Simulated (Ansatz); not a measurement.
# BN (Fmm2) in Ansatz: notebook, part 2 of 2

Ansatz 0.2.0.

### 9 Single point, LDA, 9.48 Å³/atom

input.yaml reads:

```yaml
crystal:
  lattice:
    - [0.0, 3.49531583, 2.16609124]
    - [1.2516321, 0.0, 2.16609124]
    - [1.2516321, 3.49531583, 0.0]
  atoms:
    - { symbol: "N", position: [0.66665134, 0.66665134, 0.33334866] }
    - { symbol: B, position: [4.865e-05, 4.865e-05, 0.99995135] }
hamiltonian:
  xc: lda
  pseudopotentials: { kind: paw }
kpoints:
  mp_grid: { grid: [13, 13, 13] }
scf:
  occupations: { method: fermi_dirac, width: 0.05 }
output:
  forces: true
  stress: true
  eigenvalues: true
  write_density: true
  write_potential: true
  elf: true
  volumetric_format: npy
```

Potentials or basis: Ansatz PAW.

The run is started by

```
$ ansatz run input.yaml --threads 2 --pin off --max-ram 5632MiB --backend cpu --events-out ev --progress --plain --runs-dir out
```

Run time: 5.3 s. Hardware: 2 threads of Intel Xeon at 2.70GHz, shared host; peak memory 0.39 GiB.

Results (log left out):

- Free energy: -526.3347 eV
- Pressure: -4.2 GPa
- Largest force: 0.010 eV/Å
- Band gap on the k mesh: 3.71 eV, indirect (least direct gap 4.52 eV)

Caveat: odd divisions of the mesh miss points on the zone boundary, where band edges often lie, so the gap on the mesh can be too wide; the pressure holds a Pulay correction of +0.7 GPa for the finite cutoff; the PAW data sets come from PBE, with cores solved anew for the run's functional, which leaves a small shift of forces and pressure.

### 10 Single point, LDA, 9.67 Å³/atom (volume scaled by 1.02)

Edit input.yaml of step 9 so:

```diff
@@ -2,5 +2,5 @@
   lattice:
-    - [0.0, 3.49531583, 2.16609124]
-    - [1.2516321, 0.0, 2.16609124]
-    - [1.2516321, 3.49531583, 0.0]
+    - [0.0, 3.5184642916, 2.1804366332]
+    - [1.2599212959, 0.0, 2.1804366332]
+    - [1.2599212959, 3.5184642916, 0.0]
   atoms:
```

The run is started by

```
$ ansatz run input.yaml --threads 2 --pin off --max-ram 5632MiB --backend cpu --events-out ev --progress --plain --runs-dir out
```

Run time: 5.3 s. Hardware: 2 threads of Intel Xeon at 2.70GHz, shared host; peak memory 0.39 GiB.

Results (log left out):

```yaml
Free_energy: -526.3196 eV
Pressure: -8.5 GPa
Largest_force: 0.009 eV/Å
Band_gap_on_the_k_mesh: 3.70 eV, indirect (least direct gap 4.47 eV)
```

Caveat: odd divisions of the mesh miss points on the zone boundary, where band edges often lie, so the gap on the mesh can be too wide; the pressure holds a Pulay correction of +0.7 GPa for the finite cutoff; the PAW data sets come from PBE, with cores solved anew for the run's functional, which leaves a small shift of forces and pressure.

### 11 Single point, LDA, 9.86 Å³/atom (volume scaled by 1.04)

input.yaml reads:

```yaml
crystal:
  lattice:
    - [0.0, 3.5413121025, 2.1945957093]
    - [1.2681028322, 0.0, 2.1945957093]
    - [1.2681028322, 3.5413121025, 0.0]
  atoms:
    - { symbol: "N", position: [0.66665134, 0.66665134, 0.33334866] }
    - { symbol: B, position: [4.865e-05, 4.865e-05, 0.99995135] }
hamiltonian:
  xc: lda
  pseudopotentials: { kind: paw }
kpoints:
  mp_grid: { grid: [13, 13, 13] }
scf:
  occupations: { method: fermi_dirac, width: 0.05 }
output:
  forces: true
  stress: true
  eigenvalues: true
```

The run is started by

```
$ ansatz run input.yaml --threads 2 --pin off --max-ram 5632MiB --backend cpu --events-out ev --progress --plain --runs-dir out
```

Wall time 2.6 s (2 threads of Intel Xeon at 2.70GHz, shared host); peak memory 0.39 GiB.

Results (log left out):

```yaml
Free_energy: -526.2948 eV
Pressure: -12.4 GPa
Largest_force: 0.009 eV/Å
Band_gap_on_the_k_mesh: 3.68 eV, indirect (least direct gap 4.42 eV)
```

Caveat: odd divisions of the mesh miss points on the zone boundary, where band edges often lie, so the gap on the mesh can be too wide; the pressure holds a Pulay correction of +0.7 GPa for the finite cutoff; the PAW data sets come from PBE, with cores solved anew for the run's functional, which leaves a small shift of forces and pressure.

### 12 Single point, LDA, 10.04 Å³/atom (volume scaled by 1.06)

Edit input.yaml of step 11 so:

```diff
@@ -2,5 +2,5 @@
   lattice:
-    - [0.0, 3.5413121025, 2.1945957093]
-    - [1.2681028322, 0.0, 2.1945957093]
-    - [1.2681028322, 3.5413121025, 0.0]
+    - [0.0, 3.5638688387, 2.2085744028]
+    - [1.2761801381, 0.0, 2.2085744028]
+    - [1.2761801381, 3.5638688387, 0.0]
   atoms:
```

Potentials or basis: Ansatz PAW.

The run is started by

```
$ ansatz run input.yaml --threads 2 --pin off --max-ram 5632MiB --backend cpu --events-out ev --progress --plain --runs-dir out
```

It took 3.7 s on 2 threads of Intel Xeon at 2.70GHz, shared host; peak memory 0.39 GiB.

It converged, with:

- Free energy: -526.2612 eV
- Pressure: -16.0 GPa
- Largest force: 0.008 eV/Å
- Band gap on the k mesh: 3.67 eV, indirect (least direct gap 4.38 eV)

Caveat: odd divisions of the mesh miss points on the zone boundary, where band edges often lie, so the gap on the mesh can be too wide; the pressure holds a Pulay correction of +0.7 GPa for the finite cutoff; the PAW data sets come from PBE, with cores solved anew for the run's functional, which leaves a small shift of forces and pressure.

### 13 Equation of state, LDA

This step only gathers the single runs of the series.

What came out:

```yaml
Equilibrium_volume: 9.31 Å³/atom
Bulk_modulus_at_fixed_shape_and_positions: 239 GPa
Pressure_derivative_of_the_bulk_modulus: 3.6
```

Energy against volume, from the lowest point:
| volume (Å³/atom) | energy (meV/atom) |
| --- | --- |
| 8.908 | 13.56 |
| 9.097 | 3.58 |
| 9.287 | 0.00 |
| 9.476 | 2.24 |
| 9.666 | 9.80 |
| 9.855 | 22.19 |
| 10.045 | 39.00 |

Caveat: the cell was scaled at fixed shape and fractional positions, which overstates the stiffness of a crystal with free parameters, most of all of layers and chains.

### 14 Summary

| task | level | cutoff (eV) | points for each segment of the path | gap on the mesh (eV) | pressure (GPa) | largest force (eV/Å) |
| --- | --- | --- | --- | --- | --- | --- |
| band structure | LDA | 420 | 14 | 3.71 | -4.2 | 0.01 |
| band structure | PBE | 420 | 14 | 3.91 | 3.2 | 0.01 |
| band structure | PBEsol | 420 | 14 | 3.80 | 0.6 | 0.01 |
| band structure | r2SCAN | 500 | 14 | 4.38 | -0.5 | 0.01 |
| equation of state | LDA | 420 | - | - | - | - |

Alike in all rows: potentials or basis Ansatz PAW; no spin polarisation; cell as given; k mesh 13 × 13 × 13; smearing fermi-dirac 0.05 eV.

On the cell as given the gap runs from 3.58 eV (LDA) to 4.25 eV (r2SCAN). The pressure there spans -4.2 GPa (LDA) to 3.2 GPa (PBE); a positive pressure means that this level wants a larger cell, a negative one a smaller.

Caveats: the k mesh misses the band edges, so the gap on the mesh is wider than the one along the path (some runs); the PAW data sets come from PBE, with cores solved anew for the run's functional, which leaves a small shift of forces and pressure (some runs); the cell was scaled at fixed shape and fractional positions, which overstates the stiffness of a crystal with free parameters, most of all of layers and chains (some runs).

Total energies depend on the potentials used, so only differences within one code and one set of settings carry meaning.
